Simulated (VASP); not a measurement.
# Al2O (Fd-3m) in VASP: single point with r2SCAN

Aim: the single point of Al2O with r2SCAN.

All numbers are computed with VASP 6.6.1; they aren't measurements. Logs are shortened: lines on timing, memory, paths and dates and some standing lists are left out, and cuts for length are marked.

## (1) The crystal as given

Symmetry: Fd-3m, No. 227, cubic system. Conventional cell: a = 6.489 Å, b = 6.489 Å, c = 6.489 Å, α = 90.00°, β = 90.00°, γ = 90.00°. Al (site symmetry -3m) has 6 Al at 2.29 Å as nearest neighbours. O (site symmetry -43m) is surrounded by 12 Al at 2.69 Å and 4 O at 2.81 Å.

The cell was built by a generator and needn't be a form met in nature.

## (2) Single point, r2SCAN

Input file POSCAR:

```
Al2O
1.0
    0.0000000000      3.2444210000      3.2444210000
    3.2444210000      0.0000000000      3.2444210000
    3.2444210000      3.2444210000      0.0000000000
Al O
4 2
Direct
    0.6250000000      0.6250000000      0.6250000000
    0.1250000000      0.6250000000      0.6250000000
    0.6250000000      0.6250000000      0.1250000000
    0.6250000000      0.1250000000      0.6250000000
    0.0000000000      0.0000000000      0.0000000000
    0.2500000000      0.2500000000      0.2500000000
```

Input file INCAR.step1:

```
SYSTEM = Al2O
  PREC = Accurate
  ENCUT = 520
  ISMEAR = 0
  SIGMA = 0.0215
  LREAL = .FALSE.
  LASPH = .TRUE.
  NELM = 80
  NBANDS = 21
  GGA = PE
  ALGO = Normal
  EDIFF = 1E-4
  LWAVE = .TRUE.
  LCHARG = .FALSE.
```

Input file INCAR.step2:

```
SYSTEM = Al2O
  PREC = Accurate
  ENCUT = 520
  EDIFF = 1E-6
  ISMEAR = 0
  SIGMA = 0.0215
  LREAL = .FALSE.
  LASPH = .TRUE.
  NELM = 80
  ALGO = Normal
  ISIF = 2
  LWAVE = .FALSE.
  LCHARG = .FALSE.
  METAGGA = R2SCAN
  LMIXTAU = .TRUE.
  NBANDS = 21
  ISTART = 1
```

Input file KPOINTS:

```
regular mesh
0
G
  7 7 7
  0 0 0
```

Potentials or basis: VASP PAW PBE potentials, release 64 (Al, O).

On the command line:

```
$ cat potpaw_PBE.64/Al/POTCAR potpaw_PBE.64/O/POTCAR > POTCAR
$ cp INCAR.step1 INCAR
$ mpirun -np 1 vasp_std > vasp.out
$ cp INCAR.step2 INCAR
$ mpirun -np 1 vasp_std > vasp.out
```

OUTCAR:

```text
SYSTEM = Al2O
   PREC = Accurate
   ENCUT = 520
   EDIFF = 1E-6
   ISMEAR = 0
   LREAL = .FALSE.
   LASPH = .TRUE.
   NELM = 80
   ISIF = 2
   METAGGA = R2SCAN
   ISTART = 1

 ion  position               nearest neighbor table
   1  0.625  0.625  0.625-   2 2.29   3 2.29   4 2.29   3 2.29   4 2.29   2 2.29
   2  0.125  0.625  0.625-   1 2.29   3 2.29   4 2.29   1 2.29   3 2.29   4 2.29
   3  0.625  0.625  0.125-   1 2.29   1 2.29   2 2.29   4 2.29   4 2.29   2 2.29
   4  0.625  0.125  0.625-   1 2.29   3 2.29   1 2.29   2 2.29   3 2.29   2 2.29
   5  0.000  0.000  0.000-
   6  0.250  0.250  0.250-

  LATTYP: Found a face centered cubic cell.
 ALAT       =     6.4888420000

  Lattice vectors:

 A1 = (   0.0000000000,   3.2444210000,   3.2444210000)
 A2 = (   3.2444210000,   0.0000000000,   3.2444210000)
 A3 = (   3.2444210000,   3.2444210000,   0.0000000000)

Analysis of symmetry for initial positions (statically):
=====================================================================
 Subroutine PRICEL returns:
 Original cell was already a primitive cell.

 Routine SETGRP: Setting up the symmetry group for a
 face centered cubic supercell.

 Subroutine GETGRP returns: Found 48 space group operations
 (whereof 24 operations were pure point group operations)
 out of a pool of 48 trial point group operations.

The static configuration has the point symmetry T_d .
 The point group associated with its full space group is O_h .

Analysis of symmetry for dynamics (positions and initial velocities):
=====================================================================
 Subroutine PRICEL returns:
 Original cell was already a primitive cell.

 Routine SETGRP: Setting up the symmetry group for a
 face centered cubic supercell.

 Subroutine GETGRP returns: Found 48 space group operations
 (whereof 24 operations were pure point group operations)
 out of a pool of 48 trial point group operations.

The dynamic configuration has the point symmetry T_d .
 The point group associated with its full space group is O_h .

 Subroutine INISYM returns: Found 48 space group operations
 (whereof 24 operations are pure point group operations),
 and found     1 'primitive' translations

----------------------------------------------------------------------------------------

                                     Primitive cell

  volume of cell :      68.3033

  direct lattice vectors                    reciprocal lattice vectors
     0.000000000  3.244421000  3.244421000    -0.154110703  0.154110703  0.154110703
     3.244421000  0.000000000  3.244421000     0.154110703 -0.154110703  0.154110703
     3.244421000  3.244421000  0.000000000     0.154110703  0.154110703 -0.154110703

  length of vectors
     4.588304180  4.588304180  4.588304180     0.266927567  0.266927567  0.266927567

  position of ions in fractional coordinates (direct lattice)
     0.625000000  0.625000000  0.625000000
     0.125000000  0.625000000  0.625000000
     0.625000000  0.625000000  0.125000000
     0.625000000  0.125000000  0.625000000
     0.000000000  0.000000000  0.000000000
     0.250000000  0.250000000  0.250000000

  ion indices of the primitive-cell ions
   primitive index   ion index
                 1           1
                 2           2
                 3           3
                 4           4
                 5           5
                 6           6

----------------------------------------------------------------------------------------

 KPOINTS: regular mesh

Automatic generation of k-mesh.
 Grid dimensions read from file:
 generate k-points for:    7    7    7

 Generating k-lattice:

  Cartesian coordinates                     Fractional coordinates (reciprocal lattice)
    -0.022015815  0.022015815  0.022015815     0.142857143  0.000000000  0.000000000
     0.022015815 -0.022015815  0.022015815     0.000000000  0.142857143  0.000000000
     0.022015815  0.022015815 -0.022015815     0.000000000  0.000000000  0.142857143

  Length of vectors
     0.038132510  0.038132510  0.038132510

  Shift w.r.t. Gamma in fractional coordinates (k-lattice)
     0.000000000  0.000000000  0.000000000

 Subroutine IBZKPT returns following result:
 ===========================================

 Found     20 irreducible k-points:

 Following reciprocal coordinates:
            Coordinates               Weight
  0.000000  0.000000  0.000000      1.000000
  0.142857  0.000000  0.000000      8.000000
  0.285714  0.000000  0.000000      8.000000
  0.428571  0.000000  0.000000      8.000000
  0.142857  0.142857  0.000000      6.000000
  0.285714  0.142857  0.000000     24.000000
[... 12 lines left out ...]
 -0.428571  0.428571  0.142857     24.000000
 -0.285714  0.428571  0.142857     24.000000
   k-points           NKPTS =     20   k-points in BZ     NKDIM =     20   number of bands    NBANDS=     21
   number of dos      NEDOS =    301   number of ions     NIONS =      6
   total plane-waves  NPLWV =  46656
   dimension x,y,z NGX =    36 NGY =   36 NGZ =   36
   dimension x,y,z NGXF=    72 NGYF=   72 NGZF=   72
   ions per type =               4   2
   NGX,Y,Z   is equivalent  to a cutoff of  13.04, 13.04, 13.04 a.u.
   NGXF,Y,Z  is equivalent  to a cutoff of  26.09, 26.09, 26.09 a.u.
 SYSTEM =  Al2O
   PREC   = accura    normal or accurate (medium, high low for compatibility)
   ISTART =      1    job   : 0-new  1-cont  2-samecut
   ICHARG =      0    charge: 1-file 2-atom 10-const
   ISPIN  =      1    spin polarized calculation?
   LNONCOLLINEAR =      F non collinear calculations
   LSORBIT =      F    spin-orbit coupling
   LASPH  =      T    aspherical Exc in radial PAW
   ENCUT  =  520.0 eV  38.22 Ry    6.18 a.u.   8.53  8.53  8.53*2*pi/ulx,y,z
   NELM   =     80;   NELMIN=  2; NELMDL=  0     # of ELM steps
   EDIFF  = 0.1E-05   stopping-criterion for ELM
   LREAL  =      F    real-space projection
   EDIFFG = 0.1E-04   stopping-criterion for IOM
   NSW    =      0    number of steps for IOM
   IBRION =     -1    ionic relax: 0-MD 1-quasi-New 2-CG
   NFREE  =      0    steps in history (QN), initial steepest desc. (CG)
   ISIF   =      2    stress and relaxation
   ISYM   =      2    0-nonsym 1-usesym 2-fastsym
   POTIM  = 0.5000    time-step for ionic-motion
   TEBEG  =    0.0;   TEEND  =   0.0 temperature during run
   PSTRESS=    0.0 pullay stress
   NELECT =      24.0000    total number of electrons
   NUPDOWN=      -1.0000    fix difference up-down
   EMIN   =  10.00;   EMAX   =-10.00  energy-range for DOS
   EFERMI =   0.00;   METHOD = LEGACY
   ISMEAR =     0;   SIGMA  =   0.02  broadening in eV -4-tet -1-fermi 0-gaus
   EFERMI_NEDOS =   21; number of points for ismear=-14 and -15
   IALGO  =     38    algorithm
   IMIX   =      4    mixing-type and parameters
     AMIX     =   0.40;   BMIX     =  1.00
     AMIX_MAG =   1.60;   BMIX_MAG =  1.00
  volume/ion in A,a.u.               =      11.38        76.82
  Fermi-wavevector in a.u.,A,eV,Ry     =   1.155220  2.183049 18.157428  1.334533
  Thomas-Fermi vector in A             =   2.291850
   LORBIT       =      0    0 simple, 1 ext, 2 COOP (PROOUT), +10 PAW based schemes
   METAGGA = R2SCAN    functional components
   LHFCALC =     F    Hartree Fock is set to
   AEXX    =    0.0000 exact exchange contribution
   IVDW    =     0    specifies the selected vdW correction
   LEPSILON=     F    determine dielectric tensor
   LRPA    =     F    only Hartree local field effects (RPA)
 non-spin polarized calculation
 Gauss-broadening in eV      SIGMA  =   0.02
  energy-cutoff  :      520.00
  volume of cell :       68.30
 maximum number of plane-waves:      1865
 NGX is ok and might be reduce to    36
   NGX = 17   NGY = 17   NGZ = 17

 number of electron      23.9999994 magnetization

 Free energy of the ion-electron system (eV)
  ---------------------------------------------------
  ext. energy  EPLUGINS =         0.00000000
  ---------------------------------------------------
  free energy    TOTEN  =       -31.94829101 eV

  energy without entropy =      -31.94753930  energy(sigma->0) =      -31.94791515

 E-fermi :   8.6815     XC(G=0): -11.7437

 val. band max:        8.6679285820   @ k =   0.1429   0.1429   0.0000
 cond. band min:       8.6985058091   @ k =  -0.4286   0.4286   0.1429
 fundamental gap:      0.0305772271
 Fermi energy:         8.6815411247

 k-point     1 :       0.0000    0.0000    0.0000
  band No.  band energies     occupation
      1     -11.1025      2.00000
      2      -9.6558      2.00000
      3      -2.1243      2.00000
      4       2.9576      2.00000
      5       3.8526      2.00000
      6       3.8526      2.00000
[... 13 lines left out ...]
     20      18.2320      0.00000
     21      18.2320      0.00000

 k-point     2 :       0.1429    0.0000    0.0000
  band No.  band energies     occupation
      1     -11.0341      2.00000
      2      -9.7023      2.00000
      3      -2.1709      2.00000
      4       2.4833      2.00000
      5       3.3206      2.00000
      6       3.5252      2.00000
[... 13 lines left out ...]
     20      17.7331      0.00000
     21      18.2289      0.00000

 k-point     3 :       0.2857    0.0000    0.0000
  band No.  band energies     occupation
      1     -10.8579      2.00000
      2      -9.8262      2.00000
      3      -2.2956      2.00000
      4       1.5380      2.00000
      5       3.2480      2.00000
      6       3.2480      2.00000
[... 13 lines left out ...]
     20      16.7746      0.00000
     21      17.6035      0.00000
[... 361 lines left out ...]
 k-point    19 :      -0.4286    0.4286    0.1429
  band No.  band energies     occupation
      1     -10.4353      2.00000
      2     -10.1622      2.00000
      3      -1.6854      2.00000
      4      -0.6856      2.00000
      5       2.2931      2.00000
      6       2.3009      2.00000
[... 13 lines left out ...]
     20      15.6015      0.00000
     21      18.1810      0.00000

 k-point    20 :      -0.2857    0.4286    0.1429
  band No.  band energies     occupation
      1     -10.3863      2.00000
      2     -10.2052      2.00000
      3      -1.7095      2.00000
      4      -0.8528      2.00000
      5       2.4916      2.00000
      6       3.0034      2.00000
[... 13 lines left out ...]
     20      16.0395      0.00000
     21      17.8297      0.00000

------------------------ aborting loop because EDIFF is reached ----------------------------------------

  FORCE on cell =-STRESS in cart. coord.  units (eV):
  Direction    XX          YY          ZZ          XY          YZ          ZX
  --------------------------------------------------------------------------------------
  -------------------------------------------------------------------------------------
  Total       19.4097607     19.4097607     19.4097607      0.0000000      0.0000000      0.0000000
  in kB      455.2910954    455.2910954    455.2910954      0.0000000      0.0000000      0.0000000
  external PRESSURE =     455.2910954 kB  Pullay stress =       0.0000000 kB

 VOLUME and BASIS-vectors are now :
 -----------------------------------------------------------------------------
  energy-cutoff  :      520.00
  volume of cell :       68.30
      direct lattice vectors                 reciprocal lattice vectors
     0.000000000  3.244421000  3.244421000    -0.154110703  0.154110703  0.154110703
     3.244421000  0.000000000  3.244421000     0.154110703 -0.154110703  0.154110703
     3.244421000  3.244421000  0.000000000     0.154110703  0.154110703 -0.154110703

 POSITION                                       TOTAL-FORCE (eV/Angst)
 -----------------------------------------------------------------------------------
      4.05553      4.05553      4.05553         0.000000     -0.000000     -0.000000
      4.05553      2.43332      2.43332         0.000000     -0.000000     -0.000000
      2.43332      2.43332      4.05553         0.000000     -0.000000     -0.000000
      2.43332      4.05553      2.43332         0.000000     -0.000000     -0.000000
      0.00000      0.00000      0.00000        -0.000000     -0.000000     -0.000000
      1.62221      1.62221      1.62221         0.000000      0.000000      0.000000
 -----------------------------------------------------------------------------------
    total drift:                               -0.000000     -0.000000     -0.000000

  FREE ENERGIE OF THE ION-ELECTRON SYSTEM (eV)
  ---------------------------------------------------
  free  energy   TOTEN  =       -31.9482910061 eV

  energy  without entropy=      -31.9475392968  energy(sigma->0) =      -31.94791515
```

Run time: 74 s. Hardware: 1 thread of Intel Xeon Platinum 8488C (Sapphire Rapids), shared host; peak memory 0.21 GiB.

What came out:

```yaml
Free_energy: -31.9483 eV
Pressure: 45.5 GPa
Band_gap_on_the_k_mesh: none (metal or under the smearing width)
```

Levels at points of the mesh, in eV from the Fermi level:
| k point | band 8 | band 9 | band 10 | band 11 | band 12 | band 13 | band 14 | band 15 | band 16 | band 17 |
| --- | --- | --- | --- | --- | --- | --- | --- | --- | --- | --- |
| (0.00, 0.00, 0.00) | -4.56 | -4.56 | -4.56 | -0.43 | -0.43 | -0.43 | 1.69 | 1.69 | 1.77 | 1.77 |

Caveat: a pressure of tens of GPa on the cell as given is suspect, and the run, the potentials or the cell itself is likely at fault; the PAW data sets were made with another functional, which shifts forces and pressure a little.
